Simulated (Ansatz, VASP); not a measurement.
**Two plane-wave programs on ZnO**

INCAR

```
SYSTEM = ZnO
ALGO = Normal
EDIFF = 1E-6
ENCUT = 520
GGA = PE
ISIF = 2
ISMEAR = 0
LASPH = .True.
LCHARG = .True.
LELF = .True.
LREAL = .False.
LVHAR = .True.
LWAVE = .False.
NBANDS = 16
NELM = 100
PREC = Accurate
SIGMA = 0.02
```

The input KPOINTS:

```
k-points
0
Gamma
  12 12 12
  0 0 0
```

File POSCAR:

```
ZnO
1.0
    0.0000000000      2.2073203839      2.2073203839
    2.2073203839      0.0000000000      2.2073203839
    2.2073203839      2.2073203839      0.0000000000
Zn O
1 1
Direct
    0.0000000000      0.0000000000      0.0000000000
    0.5000000000      0.5000000000      0.5000000000
```

Input for Ansatz:

```yaml
crystal:
  lattice:
    - [0.0, 2.2073203839, 2.2073203839]
    - [2.2073203839, 0.0, 2.2073203839]
    - [2.2073203839, 2.2073203839, 0.0]
  atoms:
    - { symbol: Zn, position: [0.0, 0.0, 0.0] }
    - { symbol: O, position: [0.5, 0.5, 0.5] }
basis:
  ecutwfc: 420
kpoints:
  mp_grid: { grid: [12, 12, 12] }
hamiltonian:
  xc: pbe
scf:
  occupations: { method: gaussian, width: 0.02 }
output:
  forces: true
  stress: true
  eigenvalues: true
```

Alike in both runs: task single point; functional PBE; k mesh 12 × 12 × 12; occupations gaussian, width 0.02 eV; no spin polarisation.

|  | VASP | Ansatz |
| --- | --- | --- |
| version | VASP 6.6.1 | Ansatz 0.2.0 |
| potentials or method | VASP PAW PBE potentials, release 64 (Zn, O) | scalar-relativistic, plane waves, PAW |
| plane-wave cutoff (eV) | 520 | 420 |
| valence electrons in the cell | 18 | 18 |

```tsv
	VASP	Ansatz	Ansatz less VASP
gap on the k mesh at the Fermi level (eV)	0.48	0.50	+0.026
least direct gap on the mesh (eV)	1.52	1.55	+0.027
pressure (GPa)	-7.7	-8.4	-0.67
```

The functional is the same, so the differences come from potentials, cutoffs and numerics.
